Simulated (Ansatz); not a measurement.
## O interstitial in HfSiO4

Computed with the plane-wave PAW code Ansatz (scalar-relativistic, PAW set soft_2): PBE, no spin polarisation, 420 eV cutoff, k-mesh 2×2×2.

The relaxed host crystal (Kohn–Sham gap 5.31 eV over the whole zone):

```xyz
12
Lattice="-3.3225 3.3225 3.0075 3.3225 -3.3225 3.0075 3.3225 3.3225 -3.0075" Properties=species:S:1:pos:R:3 pbc="T T T"
Hf    0.0000    0.0000    0.0000
Hf    0.0000    3.3225    1.5037
Si    3.3225    0.0000    1.5037
Si    0.0000    0.0000    3.0075
O     3.3225    2.0984   -1.0891
O     4.5465    0.0000    0.4147
O     2.0984    0.0000    0.4147
O     0.0000    1.2241    1.9184
O     2.0984    3.3225    1.0891
O     3.3225    1.2241    2.5928
O     3.3225   -1.2241    2.5928
O     1.2241    0.0000    4.0965
```

Supercell of 36 atoms, rows of the matrix [[0,-1,-1],[-1,0,-1],[2,2,1]] times the cell vectors; O interstitial at (0.333, 0.125, 0.708) in fractions of the cell above. Atoms are relaxed at the host's cell, from a start shaken by 0.05 Å near the defect; charged cells sit in a uniform background.

Nearest atoms to the added O: charge 0: O 1.52 Å, Si 1.71 Å, Hf 2.24 Å, O 2.50 Å, O 2.51 Å, O 2.67 Å, O 2.67 Å, O 2.76 Å; charge -2: Si 1.70 Å, Hf 2.12 Å, O 2.22 Å, O 2.30 Å, O 2.36 Å, Si 2.54 Å, O 2.54 Å, O 2.62 Å.

The largest move of an atom from its ideal place is 1.7 Å at charge 0, 1.6 Å at charge -2, so the cell rearranged and didn't merely relax.

```
charge  gap of the cell on the mesh (eV)           carriers
     0                              3.91  none in the bands
    -2                              3.71  none in the bands
```

On this mesh the host's own supercell has a gap of 5.32 eV.

Formation energy of the neutral defect: 2.60 eV, taking atoms from and to the elements' standard states (no corrections for gases), so it belongs to those chemical potentials alone.

Relaxed cell at charge 0:

```
HfSiO4 O_i charge 0
1.0
    -6.6449    0.0000    0.0000
     0.0000   -6.6449    0.0000
     3.3225    3.3225    9.0224
Hf Si O
6 6 25
Direct
  0.6643 0.6793 0.3366
  0.0037 0.9976 0.9964
  0.3289 0.3277 0.6592
  0.7485 0.2558 0.4963
  0.0881 0.5808 0.1604
  0.4138 0.9123 0.8279
  0.2453 0.7436 0.4946
  0.5836 0.0908 0.1640
  0.9190 0.4109 0.8275
  0.8317 0.8340 0.6648
  0.1698 0.1659 0.3282
  0.4881 0.4875 0.9882
  0.1138 0.2881 0.2067
  0.4382 0.6167 0.8723
  0.7751 0.9594 0.5446
  0.0019 0.6752 0.3744
  0.3414 0.0190 0.0403
  0.6714 0.3497 0.7120
  0.3695 0.6891 0.3740
  0.7097 0.0288 0.0440
  0.0344 0.3631 0.7022
  0.7637 0.5915 0.5430
  0.1199 0.9216 0.2088
  0.4053 0.2454 0.8642
  0.4114 0.2309 0.4526
  0.7455 0.6812 0.1411
  0.0766 0.8805 0.7822
  0.3125 0.6231 0.6167
  0.6343 0.9747 0.2900
  0.0024 0.2808 0.9427
  0.3040 0.9886 0.6123
  0.6425 0.3364 0.2839
  0.9774 0.6549 0.9509
  0.7089 0.8974 0.7857
  0.0397 0.2232 0.4452
  0.3815 0.5552 0.1182
  0.7438 0.4409 0.0695
```

Caveats: semilocal functionals make gaps too small, which shifts levels too; small supercell, so energies and levels can be off by tenths of an eV; one random start near the defect, so other minima are possible.
